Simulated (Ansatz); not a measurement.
# SiC: the cost of one run

Method: DFT PBE+D3(BJ), scalar-relativistic, plane waves, PAW, in Ansatz 0.2.0.

The COD entry's cell or inner coordinates are ideal or old and differ from later refinements, so a difference from it is no clean test against experiment.

2 further runs of the same task are left out: 1 that didn't finish, 1 set aside as unsound or not needed.

### 1 The structure to begin with

The structure is cubic, space group F-43m (No. 216). Conventional cell: a = 4.349 Å, b = 4.349 Å, c = 4.349 Å, α = 90.00°, β = 90.00°, γ = 90.00°. Si (site symmetry -43m) has 4 C at 1.88 Å as nearest neighbours. C (site symmetry -43m) is surrounded by 4 Si at 1.88 Å.

Structure file:

```xyz
2
Lattice="0.0000 2.1744 2.1744 2.1744 0.0000 2.1744 2.1744 2.1744 0.0000" Properties=species:S:1:pos:R:3 pbc="T T T"
Si    0.0000    0.0000    0.0000
C     3.2615    3.2615    3.2615
```

It is the result of an earlier relaxation at this level (volume 10.28 Å³/atom; gap on the mesh: 1.35 eV).

### 2 Cutting the slab

Planes are indexed in the bulk's conventional cell (F-43m (No. 216)), a = 4.349 Å, b = 4.349 Å, c = 4.349 Å, α = 90.00°, β = 90.00°, γ = 90.00°.

A (110) slab, 6.1 Å thick as cut, with 17 Å of vacuum, in a 2×2 surface cell; its outer planes are SiC (top) and SiC (bottom).

The slab as cut. Layers, bottom to top:

| plane | atoms per cell | height over the lowest (Å) |
| --- | --- | --- |
| 1 | Si4C4 | 0.00 |
| 2 | Si4C4 | 1.54 |
| 3 | Si4C4 | 3.07 |
| 4 | Si4C4 | 4.61 |
| 5 | Si4C4 | 6.15 |

### 3 The clean surface, relaxed

input.yaml

```yaml
crystal:
  lattice:
    - [6.1499993395, 0.0, 0.0]
    - [0.0, 8.6974124746, 0.0]
    - [0.0, 0.0, 23.1499993395]
  atoms:
    - { symbol: Si, position: [0.25, 0.75, 0.3671706368] }
    - { symbol: Si, position: [0.25, 0.25, 0.3671706368] }
    - { symbol: Si, position: [0.75, 0.75, 0.3671706368] }
    - { symbol: Si, position: [0.75, 0.25, 0.3671706368] }
    - { symbol: C, position: [0.5, 0.125, 0.3671706368] }
    - { symbol: C, position: [0.5, 0.625, 0.3671706368] }
    - { symbol: C, position: [0.0, 0.125, 0.3671706368] }
    - { symbol: C, position: [0.0, 0.625, 0.3671706368] }
    - { symbol: Si, position: [0.5, 0.5, 0.4335853184] }
    - { symbol: Si, position: [0.5, 0.0, 0.4335853184] }
    - { symbol: Si, position: [0.0, 0.5, 0.4335853184] }
    - { symbol: Si, position: [0.0, 0.0, 0.4335853184] }
    - { symbol: C, position: [0.75, 0.875, 0.4335853184] }
    - { symbol: C, position: [0.75, 0.375, 0.4335853184] }
    - { symbol: C, position: [0.25, 0.875, 0.4335853184] }
    - { symbol: C, position: [0.25, 0.375, 0.4335853184] }
    - { symbol: Si, position: [0.75, 0.25, 0.5] }
    - { symbol: Si, position: [0.75, 0.75, 0.5] }
    - { symbol: Si, position: [0.25, 0.25, 0.5] }
    - { symbol: Si, position: [0.25, 0.75, 0.5] }
    - { symbol: C, position: [0.0, 0.625, 0.5] }
    - { symbol: C, position: [0.0, 0.125, 0.5] }
    - { symbol: C, position: [0.5, 0.625, 0.5] }
    - { symbol: C, position: [0.5, 0.125, 0.5] }
    - { symbol: Si, position: [0.0, 0.0, 0.5664146816] }
    - { symbol: Si, position: [0.0, 0.5, 0.5664146816] }
    - { symbol: Si, position: [0.5, 0.0, 0.5664146816] }
    - { symbol: Si, position: [0.5, 0.5, 0.5664146816] }
    - { symbol: C, position: [0.25, 0.375, 0.5664146816] }
    - { symbol: C, position: [0.25, 0.875, 0.5664146816] }
    - { symbol: C, position: [0.75, 0.375, 0.5664146816] }
    - { symbol: C, position: [0.75, 0.875, 0.5664146816] }
    - { symbol: Si, position: [0.25, 0.75, 0.6328293632] }
    - { symbol: Si, position: [0.25, 0.25, 0.6328293632] }
    - { symbol: Si, position: [0.75, 0.75, 0.6328293632] }
    - { symbol: Si, position: [0.75, 0.25, 0.6328293632] }
    - { symbol: C, position: [0.5, 0.125, 0.6328293632] }
    - { symbol: C, position: [0.5, 0.625, 0.6328293632] }
    - { symbol: C, position: [0.0, 0.125, 0.6328293632] }
    - { symbol: C, position: [0.0, 0.625, 0.6328293632] }
basis:
  ecutwfc: 420
kpoints:
  mp_grid: { grid: [5, 3, 1] }
hamiltonian:
  xc: pbe
  dispersion: d3bj
scf:
  occupations: { method: gaussian, width: 0.05 }
output:
  forces: true
  eigenvalues: true
  write_density: true
  write_potential: true
  elf: true
  volumetric_format: npy
relax:
  adjacent_minimum: "off"
  f_tol: 0.03
  max_steps: 70
  constraints: [{ sites: [0, 1, 2, 3, 4, 5, 6, 7, 8, 9, 10, 11, 12, 13, 14, 15] }]
efield:
  axis: 3
  dipole_correction: true
  ramp_width: 0.04
```

Run with:

```console
$ ansatz run input.yaml --threads 4 --pin off --max-ram 12288MiB --backend cpu --events-out ev --progress --plain --runs-dir out
```

What time and memory should one allow on 4 threads of an x86-64 CPU, shared host?

About 3.7 min, with a peak of 3.1 GiB.
